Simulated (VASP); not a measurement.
# SnGe2 (Fm-3m) in VASP: a series of runs

The runs below take SnGe2 through single point, relaxation of cell and atoms, with LDA.

Everything below comes from runs of VASP 6.6.1. Logs are shortened: lines on timing, memory, paths and dates and some standing lists are left out, and cuts for length are marked.

## Step 1: The crystal as given

It takes space group Fm-3m (No. 225, cubic). Conventional cell: a = 6.615 Å, b = 6.615 Å, c = 6.615 Å, α = 90.00°, β = 90.00°, γ = 90.00°. Sn (site symmetry m-3m) is surrounded by 8 Ge at 2.86 Å. Ge (site symmetry -43m) is surrounded by 4 Sn at 2.86 Å.

The cell comes from a database or a generator and needn't be the stable form of this composition.

## Step 2: Single point, LDA

INCAR

```
SYSTEM = SnGe2
ALGO = Fast ; EDIFF = 1E-7
ENCUT = 520 ; GGA = CA
ISIF = 2 ; ISMEAR = 0
LASPH = .TRUE. ; LCHARG = .FALSE.
LREAL = .FALSE. ; LWAVE = .FALSE.
NBANDS = 28 ; NELM = 60
PREC = Accurate ; SIGMA = 0.1
```

KPOINTS

```
k-points
0
G
  12 12 12
  0 0 0
```

POSCAR

```
SnGe2
1.0
    0.0000000000      3.3076649703      3.3076649703
    3.3076649703      0.0000000000      3.3076649703
    3.3076649703      3.3076649703      0.0000000000
Sn Ge
1 2
Direct
    0.0000000000      0.0000000000      0.0000000000
    0.7500000000      0.7500000000      0.7500000000
    0.2500000000      0.2500000000      0.2500000000
```

Potentials or basis: VASP PAW LDA potentials, release 64 (Sn_d, Ge_d).

The run is started by

```
cat potpaw_LDA.64/Sn_d/POTCAR potpaw_LDA.64/Ge_d/POTCAR > POTCAR
mpirun -np 1 vasp_std > vasp.out
```

OUTCAR:

```text
SYSTEM = SnGe2
   EDIFF = 1E-7
   ENCUT = 520
   GGA = CA
   ISIF = 2
   ISMEAR = 0
   LASPH = .TRUE.
   LREAL = .FALSE.
   NELM = 60
   PREC = Accurate

 ion  position               nearest neighbor table
   1  0.000  0.000  0.000-   2 2.86   3 2.86   2 2.86   2 2.86   2 2.86   3 2.86   3 2.86   3 2.86

   2  0.750  0.750  0.750-   1 2.86   1 2.86   1 2.86   1 2.86
   3  0.250  0.250  0.250-   1 2.86   1 2.86   1 2.86   1 2.86

  LATTYP: Found a face centered cubic cell.
 ALAT       =     6.6153299406

  Lattice vectors:

 A1 = (   0.0000000000,   3.3076649703,   3.3076649703)
 A2 = (   3.3076649703,   0.0000000000,   3.3076649703)
 A3 = (   3.3076649703,   3.3076649703,   0.0000000000)

Analysis of symmetry for initial positions (statically):
=====================================================================
 Subroutine PRICEL returns:
 Original cell was already a primitive cell.

 Routine SETGRP: Setting up the symmetry group for a
 face centered cubic supercell.

 Subroutine GETGRP returns: Found 48 space group operations
 (whereof 48 operations were pure point group operations)
 out of a pool of 48 trial point group operations.

The static configuration has the point symmetry O_h .

Analysis of symmetry for dynamics (positions and initial velocities):
=====================================================================
 Subroutine PRICEL returns:
 Original cell was already a primitive cell.

 Routine SETGRP: Setting up the symmetry group for a
 face centered cubic supercell.

 Subroutine GETGRP returns: Found 48 space group operations
 (whereof 48 operations were pure point group operations)
 out of a pool of 48 trial point group operations.

The dynamic configuration has the point symmetry O_h .

 Subroutine INISYM returns: Found 48 space group operations
 (whereof 48 operations are pure point group operations),
 and found     1 'primitive' translations

----------------------------------------------------------------------------------------

                                     Primitive cell

  volume of cell :      72.3760

  direct lattice vectors                    reciprocal lattice vectors
     0.000000000  3.307664970  3.307664970    -0.151164040  0.151164040  0.151164040
     3.307664970  0.000000000  3.307664970     0.151164040 -0.151164040  0.151164040
     3.307664970  3.307664970  0.000000000     0.151164040  0.151164040 -0.151164040

  length of vectors
     4.677744661  4.677744661  4.677744661     0.261823798  0.261823798  0.261823798

  position of ions in fractional coordinates (direct lattice)
     0.000000000  0.000000000  0.000000000
     0.750000000  0.750000000  0.750000000
     0.250000000  0.250000000  0.250000000

  ion indices of the primitive-cell ions
   primitive index   ion index
                 1           1
                 2           2
                 3           3

----------------------------------------------------------------------------------------

 KPOINTS: k-points

Automatic generation of k-mesh.
 Grid dimensions read from file:
 generate k-points for:   12   12   12

 Generating k-lattice:

  Cartesian coordinates                     Fractional coordinates (reciprocal lattice)
    -0.012597003  0.012597003  0.012597003     0.083333333  0.000000000  0.000000000
     0.012597003 -0.012597003  0.012597003     0.000000000  0.083333333  0.000000000
     0.012597003  0.012597003 -0.012597003     0.000000000  0.000000000  0.083333333

  Length of vectors
     0.021818650  0.021818650  0.021818650

  Shift w.r.t. Gamma in fractional coordinates (k-lattice)
     0.000000000  0.000000000  0.000000000

 Subroutine IBZKPT returns following result:
 ===========================================

 Found     72 irreducible k-points:

 Following reciprocal coordinates:
            Coordinates               Weight
  0.000000  0.000000  0.000000      1.000000
  0.083333  0.000000  0.000000      8.000000
  0.166667  0.000000  0.000000      8.000000
  0.250000  0.000000  0.000000      8.000000
  0.333333  0.000000  0.000000      8.000000
  0.416667  0.000000  0.000000      8.000000
[... 16 lines left out ...]
  0.500000  0.166667  0.000000     24.000000
 -0.416667  0.166667  0.000000     24.000000
 [... further k-points ...]
   k-points           NKPTS =     72   k-points in BZ     NKDIM =     72   number of bands    NBANDS=     28
   number of dos      NEDOS =    301   number of ions     NIONS =      3
   total plane-waves  NPLWV =  46656
   dimension x,y,z NGX =    36 NGY =   36 NGZ =   36
   dimension x,y,z NGXF=    72 NGYF=   72 NGZF=   72
   ions per type =               1   2
   NGX,Y,Z   is equivalent  to a cutoff of  12.79, 12.79, 12.79 a.u.
   NGXF,Y,Z  is equivalent  to a cutoff of  25.59, 25.59, 25.59 a.u.
 SYSTEM =  SnGe2
   PREC   = accura    normal or accurate (medium, high low for compatibility)
   ISTART =      0    job   : 0-new  1-cont  2-samecut
   ICHARG =      2    charge: 1-file 2-atom 10-const
   ISPIN  =      1    spin polarized calculation?
   LNONCOLLINEAR =      F non collinear calculations
   LSORBIT =      F    spin-orbit coupling
   LASPH  =      T    aspherical Exc in radial PAW
   ENCUT  =  520.0 eV  38.22 Ry    6.18 a.u.   8.70  8.70  8.70*2*pi/ulx,y,z
   NELM   =     60;   NELMIN=  2; NELMDL= -5     # of ELM steps
   EDIFF  = 0.1E-06   stopping-criterion for ELM
   LREAL  =      F    real-space projection
   EDIFFG = 0.1E-05   stopping-criterion for IOM
   NSW    =      0    number of steps for IOM
   IBRION =     -1    ionic relax: 0-MD 1-quasi-New 2-CG
   NFREE  =      0    steps in history (QN), initial steepest desc. (CG)
   ISIF   =      2    stress and relaxation
   ISYM   =      2    0-nonsym 1-usesym 2-fastsym
   POTIM  = 0.5000    time-step for ionic-motion
   TEBEG  =    0.0;   TEEND  =   0.0 temperature during run
   PSTRESS=    0.0 pullay stress
   NELECT =      42.0000    total number of electrons
   NUPDOWN=      -1.0000    fix difference up-down
   EMIN   =  10.00;   EMAX   =-10.00  energy-range for DOS
   EFERMI =   0.00;   METHOD = LEGACY
   ISMEAR =     0;   SIGMA  =   0.10  broadening in eV -4-tet -1-fermi 0-gaus
   EFERMI_NEDOS =   21; number of points for ismear=-14 and -15
   IALGO  =     68    algorithm
   IMIX   =      4    mixing-type and parameters
     AMIX     =   0.40;   BMIX     =  1.00
     AMIX_MAG =   1.60;   BMIX_MAG =  1.00
  volume/ion in A,a.u.               =      24.13       162.81
  Fermi-wavevector in a.u.,A,eV,Ry     =   1.365504  2.580429 25.369451  1.864602
  Thomas-Fermi vector in A             =   2.491727
   LORBIT       =      0    0 simple, 1 ext, 2 COOP (PROOUT), +10 PAW based schemes
   GGA     = CA    functional components
   LHFCALC =     F    Hartree Fock is set to
   AEXX    =    0.0000 exact exchange contribution
   IVDW    =     0    specifies the selected vdW correction
   LEPSILON=     F    determine dielectric tensor
   LRPA    =     F    only Hartree local field effects (RPA)
 non-spin polarized calculation
 RMM-DIIS sequential band-by-band and
 Gauss-broadening in eV      SIGMA  =   0.10
  energy-cutoff  :      520.00
  volume of cell :       72.38
 maximum number of plane-waves:      1964
   NGX = 17   NGY = 17   NGZ = 17

 number of electron      41.9999970 magnetization

 Free energy of the ion-electron system (eV)
  ---------------------------------------------------
  ext. energy  EPLUGINS =         0.00000000
  ---------------------------------------------------
  free energy    TOTEN  =       -13.75389208 eV

  energy without entropy =      -13.74433354  energy(sigma->0) =      -13.74911281

 E-fermi :   5.9839     XC(G=0): -10.4471

 val. band max:        5.9777673350   @ k =   0.3333   0.2500   0.0000
 cond. band min:       5.9916534369   @ k =   0.0833   0.0833   0.0000
 fundamental gap:      0.0138861019
 Fermi energy:         5.9838637070

 k-point     1 :       0.0000    0.0000    0.0000
  band No.  band energies     occupation
      1     -18.9329      2.00000
      2     -18.9329      2.00000
      3     -18.9225      2.00000
      4     -18.9225      2.00000
      5     -18.9225      2.00000
      6     -18.9014      2.00000
[... 20 lines left out ...]
     27       9.1291      0.00000
     28      11.8328      0.00000

 k-point     2 :       0.0833    0.0000    0.0000
  band No.  band energies     occupation
      1     -18.9319      2.00000
      2     -18.9319      2.00000
      3     -18.9225      2.00000
      4     -18.9222      2.00000
      5     -18.9222      2.00000
      6     -18.9018      2.00000
[... 20 lines left out ...]
     27       9.0437      0.00000
     28      12.1861      0.00000

 k-point     3 :       0.1667    0.0000    0.0000
  band No.  band energies     occupation
      1     -18.9288      2.00000
      2     -18.9288      2.00000
      3     -18.9222      2.00000
      4     -18.9212      2.00000
      5     -18.9212      2.00000
      6     -18.9028      2.00000
[... 20 lines left out ...]
     27       9.1044      0.00000
     28      13.0534      0.00000

 k-point     4 :       0.2500    0.0000    0.0000
  band No.  band energies     occupation
      1     -18.9241      2.00000
      2     -18.9241      2.00000
      3     -18.9212      2.00000
      4     -18.9195      2.00000
      5     -18.9195      2.00000
      6     -18.9044      2.00000
[... 20 lines left out ...]
     27      10.2554      0.00000
     28      14.1775      0.00000

 k-point     5 :       0.3333    0.0000    0.0000
  band No.  band energies     occupation
      1     -18.9192      2.00000
      2     -18.9182      2.00000
      3     -18.9182      2.00000
      4     -18.9171      2.00000
      5     -18.9171      2.00000
      6     -18.9066      2.00000
[... 20 lines left out ...]
     27      11.9459      0.00000
     28      14.0091      0.00000

 k-point     6 :       0.4167    0.0000    0.0000
  band No.  band energies     occupation
      1     -18.9166      2.00000
      2     -18.9150      2.00000
      3     -18.9150      2.00000
      4     -18.9109      2.00000
      5     -18.9109      2.00000
      6     -18.9090      2.00000
[... 463 lines left out ...]
      5     -18.9128      2.00000
      6     -18.9068      2.00000
[... 20 lines left out ...]
     27      11.0642      0.00000
     28      13.6048      0.00000

 k-point    22 :       0.4167    0.1667    0.0000
  band No.  band energies     occupation
      1     -18.9228      2.00000
      2     -18.9214      2.00000
      3     -18.9151      2.00000
      4     -18.9145      2.00000
      5     -18.9094      2.00000
      6     -18.9085      2.00000
[... 20 lines left out ...]
     27      12.1992      0.00000
     28      13.2638      0.00000

 k-point    23 :       0.5000    0.1667    0.0000
  band No.  band energies     occupation
      1     -18.9189      2.00000
      2     -18.9171      2.00000
      3     -18.9131      2.00000
      4     -18.9129      2.00000
      5     -18.9112      2.00000
      6     -18.9105      2.00000
[... 20 lines left out ...]
     27      12.1732      0.00000
     28      13.9016      0.00000

 k-point    24 :      -0.4167    0.1667    0.0000
  band No.  band energies     occupation
      1     -18.9169      2.00000
      2     -18.9151      2.00000
      3     -18.9137      2.00000
      4     -18.9137      2.00000
      5     -18.9114      2.00000
      6     -18.9096      2.00000
[... 20 lines left out ...]
     27      12.6582      0.00000
     28      13.9592      0.00000

 [... further k-points ...]

------------------------ aborting loop because EDIFF is reached ----------------------------------------

  FORCE on cell =-STRESS in cart. coord.  units (eV):
  Direction    XX          YY          ZZ          XY          YZ          ZX
  --------------------------------------------------------------------------------------
  -------------------------------------------------------------------------------------
  Total        0.0360232      0.0360232      0.0360232      0.0000000      0.0000000     -0.0000000
  in kB        0.7974404      0.7974404      0.7974404      0.0000000      0.0000000     -0.0000000
  external PRESSURE =       0.7974404 kB  Pullay stress =       0.0000000 kB

 VOLUME and BASIS-vectors are now :
 -----------------------------------------------------------------------------
  energy-cutoff  :      520.00
  volume of cell :       72.38
      direct lattice vectors                 reciprocal lattice vectors
     0.000000000  3.307664970  3.307664970    -0.151164040  0.151164040  0.151164040
     3.307664970  0.000000000  3.307664970     0.151164040 -0.151164040  0.151164040
     3.307664970  3.307664970  0.000000000     0.151164040  0.151164040 -0.151164040

 POSITION                                       TOTAL-FORCE (eV/Angst)
 -----------------------------------------------------------------------------------
      0.00000      0.00000      0.00000        -0.000000     -0.000000     -0.000000
      4.96150      4.96150      4.96150        -0.000000     -0.000000      0.000000
      1.65383      1.65383      1.65383         0.000000      0.000000      0.000000
 -----------------------------------------------------------------------------------
    total drift:                                0.000000      0.000000      0.000000

  FREE ENERGIE OF THE ION-ELECTRON SYSTEM (eV)
  ---------------------------------------------------
  free  energy   TOTEN  =       -13.7538920784 eV

  energy  without entropy=      -13.7443335399  energy(sigma->0) =      -13.74911281
```

Wall time 98 s (1 thread of Intel Xeon 6975P-C (Granite Rapids), shared host); peak memory 0.26 GiB.

Results:

```
Free energy            : -13.7539 eV
Pressure               : 0.1 GPa
Band gap on the k mesh : none (metal or under the smearing width)
```

Levels at points of the mesh, in eV from the Fermi level:
| k point | band 17 | band 18 | band 19 | band 20 | band 21 | band 22 | band 23 | band 24 | band 25 | band 26 |
| --- | --- | --- | --- | --- | --- | --- | --- | --- | --- | --- |
| (0.00, 0.00, 0.00) | -5.73 | -1.83 | -1.29 | -1.29 | -1.29 | -0.70 | -0.70 | -0.70 | 3.15 | 3.15 |
| (0.50, 0.00, 0.00) | -9.26 | -4.79 | -2.49 | -2.49 | -0.81 | -0.48 | -0.48 | 4.03 | 5.24 | 5.24 |
| (0.50, 0.50, 0.00) | -8.43 | -7.28 | -4.22 | -4.22 | -0.86 | 3.48 | 3.48 | 4.55 | 4.58 | 6.41 |

## Step 3: Relaxation of cell and atoms, LDA

INCAR

```
SYSTEM = SnGe2
ALGO = Fast
EDIFF = 1E-6
EDIFFG = -0.005
ENCUT = 600
IBRION = 2
ISIF = 3
ISMEAR = 0
LASPH = .True.
LCHARG = .False.
LREAL = .False.
LWAVE = .False.
NELM = 60
NSW = 100
PREC = Accurate
SIGMA = 0.1
```

KPOINTS

```
k-points
0
Gamma
  12 12 12
  0 0 0
```

POSCAR is that of step 2.

Potentials or basis: VASP PAW LDA potentials, release 64 (Sn_d, Ge_d).

The run is started by

```
cat potpaw_LDA.64/Sn_d/POTCAR potpaw_LDA.64/Ge_d/POTCAR > POTCAR
mpirun -np 1 vasp_std > vasp.out
```

It took 4 min on 1 thread of Intel Xeon 6975P-C (Granite Rapids), shared host; peak memory 0.3 GiB.

The run converged. Its results:

| Item | Value |
| --- | --- |
| Free energy | -13.7541 eV |
| Relaxed volume | 24.19 Å³/atom |
| Relaxed cell | a = 4.682 Å, b = 4.682 Å, c = 4.682 Å, α = 60.00°, β = 60.00°, γ = 60.00° |
| Space group after relaxing (to 0.05 Å) | Fm-3m (No. 225) |
| Energy gained by relaxing | 0.0 meV/atom |
| Ionic steps | 4 |
| Pressure after relaxing | 0.0 GPa |
| Band gap on the k mesh | none (metal or under the smearing width) |

Final structure:
```
Sn Ge
1.0
     0.00000    3.31057    3.31057
     3.31057    0.00000    3.31057
     3.31057    3.31057    0.00000
Sn Ge
1 2
Cartesian
  0.0000 0.0000 0.0000
  4.9659 4.9659 4.9659
  1.6553 1.6553 1.6553
```

Levels at points of the mesh, in eV from the Fermi level:
| k point | band 17 | band 18 | band 19 | band 20 | band 21 | band 22 | band 23 | band 24 | band 25 |
| --- | --- | --- | --- | --- | --- | --- | --- | --- | --- |
| (0.00, 0.00, 0.00) | -5.73 | -1.85 | -1.28 | -1.28 | -1.28 | -0.69 | -0.69 | -0.69 | 3.14 |
| (0.50, 0.00, 0.00) | -9.25 | -4.80 | -2.49 | -2.49 | -0.81 | -0.47 | -0.47 | 4.01 | 5.23 |
| (0.50, 0.50, 0.00) | -8.42 | -7.27 | -4.21 | -4.21 | -0.86 | 3.47 | 3.47 | 4.54 | 4.56 |

(Part 1 of 2 ends here.)
